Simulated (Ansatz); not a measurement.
MoS in the NiAs-type structure

Computed with Ansatz (plane waves, PAW, 420 eV cutoff): PBE, scalar-relativistic, collinear spin, 10×10×6 k-mesh, Gaussian smearing of 0.05 eV; PAW files: Ansatz's generated set soft_2.

```
Mo S
1.0
     3.74179    0.00000    0.00000
    -1.87089    3.24048    0.00000
     0.00000    0.00000    5.21063
Mo S
2 2
Cartesian
  0.0000 0.0000 0.0000
  0.0000 0.0000 2.6053
  0.0000 2.1603 1.3027
  1.8709 1.0802 3.9080
```

The structure was built from a prototype; whether the compound forms in it isn't claimed.

Magnetic state: non-magnetic, site spin moments none.

The cell has space group P6_3/mmc (read at 0.01 Å). In it the stress is -0.04, -0.04, 0.01, 0.00, 0.00, 0.00 GPa and the largest force component 0.000 eV/Å. Each change below starts from this cell, without further relaxation. Stress is in GPa, positive in compression, in the order xx, yy, zz, yz, xz, xy; energies are counted from the cell above and are free energies with the smearing's entropy, which match forces and stress in a metal.

Problem. What happens when atom 1 (Mo) is moved by 0.20 Å along y?

Solution. The energy changes by 154.2 meV per cell, and the force on it along the shift is -1.542 eV/Å (−F/u = 7.71 eV/Å²). Stress: 0.58, 2.51, 1.19, 1.18, 0.00, 0.00.
```
atom  Fx (eV/Å)      Fy      Fz
 Mo1      0.000  -1.542  -0.080
 Mo2      0.000  -0.278  -0.026
  S3      0.000   1.090   0.213
  S4      0.000   0.730  -0.107
```
In a harmonic crystal the energy would rise by −½F·u = ½ × 7.71 × 0.20² eV = 154.2 meV, which matches.

Problem. What happens when atom 3 (S) is moved by 0.02 Å along y?

Solution. The energy changes by 2.1 meV per cell, and the force on it along the shift is -0.214 eV/Å (−F/u = 10.69 eV/Å²). Stress: 0.50, -0.53, 0.02, 0.00, 0.00, 0.00.
| atom | Fx (eV/Å) | Fy | Fz |
| --- | --- | --- | --- |
| Mo1 | 0.000 | 0.091 | 0.000 |
| Mo2 | 0.000 | 0.091 | 0.000 |
| S3 | 0.000 | -0.214 | 0.000 |
| S4 | 0.000 | 0.032 | 0.000 |
In a harmonic crystal the energy would rise by −½F·u = ½ × 10.69 × 0.02² eV = 2.1 meV, which matches.
